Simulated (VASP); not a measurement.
# KF: single point with PBE

The system is KF.

```
CELL_PARAMETERS angstrom
0.01003 2.63114 2.72741
2.71409 -0.01030 2.74774
2.72583 2.66322 -0.02204
ATOMIC_POSITIONS crystal
K 0.99874 0.01548 0.96613
F 0.50748 0.47576 0.53614
```

The cell was built by a generator and needn't be a form met in nature.

- Program: VASP 6.6.1
- Task: single point
- Functional: PBE
- Potentials or basis: VASP PAW PBE potentials, release 64 (K_sv, F)
- Cutoff: 520 eV
- k mesh: 6 × 6 × 6, shifted
- Occupations: fermi-dirac, width 0.0257 eV
- Spin: non-collinear spin, zero start, spin-orbit coupling
- Starting moments: [[0.0, 0.0, 0.0], [0.0, 0.0, 0.0]] μB

```
Pressure                                              : 1.2 GPa
Largest force                                         : 0.487 eV/Å
Net moment                                            : 0.00 μB per cell
Valence electrons inside the program's atomic spheres : K 7.58; F 6.08
```

Forces in eV/Å, atoms in the order of the input:
```
K    0.097  0.470 -0.080
F   -0.097 -0.470  0.080
```

Stress tensor (GPa, compression positive):
```
 0.24 -0.31  0.06
-0.31  3.61  0.39
 0.06  0.39 -0.26
```

Moments on the atoms (μB; x, y, z):
```
K   0.00 0.00 0.00
F   0.00 0.00 0.00
```

It took 7.4 min on 1 thread of Intel(R) Xeon(R) Platinum 8259CL CPU @ 2.50GHz (Skylake/Cascade Lake), with other jobs on the host, peak memory 0.48 GiB.
